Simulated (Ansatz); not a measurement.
# What a change of settings does to a run on N

The geometry is COD entry 1539196, unchecked; take it as a test cell.

First run: DFT, PBE, all-electron LAPW, scalar-relativistic (Ansatz 0.2.0).

Command: `ansatz run input.yaml --threads 1 --pin off --max-ram 2048MiB --backend cpu --events-out ev --progress --plain --runs-dir out` The run took about 6 s on 1 thread of a shared machine.

```yaml
crystal:
  lattice:
    - [3.6290016496, 0.0, 0.0]
    - [-1.8145008248, 3.142807619, 0.0]
    - [0.0, 0.0, 5.89]
  atoms:
    - { symbol: "N", position: [0.3333333333, 0.6666666667, 0.25] }
    - { symbol: "N", position: [0.6666666667, 0.3333333333, 0.75] }
kpoints:
  mp_grid: { grid: [10, 10, 5] }
  band_path:
    path:
      - [0.0, 0.0, 0.0]
      - [0.5, 0.0, 0.0]
      - [0.3333333333, 0.3333333333, 0.0]
      - [0.0, 0.0, 0.0]
      - [0.0, 0.0, 0.5]
      - [0.5, 0.0, 0.5]
      - [0.3333333333, 0.3333333333, 0.5]
      - [0.0, 0.0, 0.5]
      - [0.5, 0.0, 0.5]
    npoints: 8
scf:
  occupations: { method: fermi_dirac, width: 0.02 }
hamiltonian:
  xc: pbe
  pseudopotentials: { kind: all_electron, lapw: { basis_error: 0.0005 } }
output:
  forces: true
  stress: true
  eigenvalues: true
  fatbands: true
  populations: true
  dos: { projected: true, de: 0.2, e_range: [-14, 8] }
```

Result: converged; pressure -7.21 GPa; no gap on the k mesh; 6 SCF iterations.

The input is then changed:

```diff
@@ -8,5 +8,5 @@
     - { symbol: "N", position: [0.6666666667, 0.3333333333, 0.75] }
 kpoints:
-  mp_grid: { grid: [10, 10, 5] }
+  mp_grid: { grid: [12, 12, 6] }
   band_path:
     path:
@@ -22,5 +22,5 @@
     npoints: 8
 scf:
-  occupations: { method: fermi_dirac, width: 0.02 }
+  occupations: { method: tetrahedron }
 hamiltonian:
   xc: pbe
@@ -30,6 +30,4 @@
   stress: true
   eigenvalues: true
-  fatbands: true
   populations: true
-  dos: { projected: true, de: 0.2, e_range: [-14, 8] }
```

(1) What does the second run give?

Results:

(1) It converged; energy at zero smearing -1.0 meV/atom from the first run; pressure -7.25 GPa; no gap on the k mesh; 6 SCF iterations.
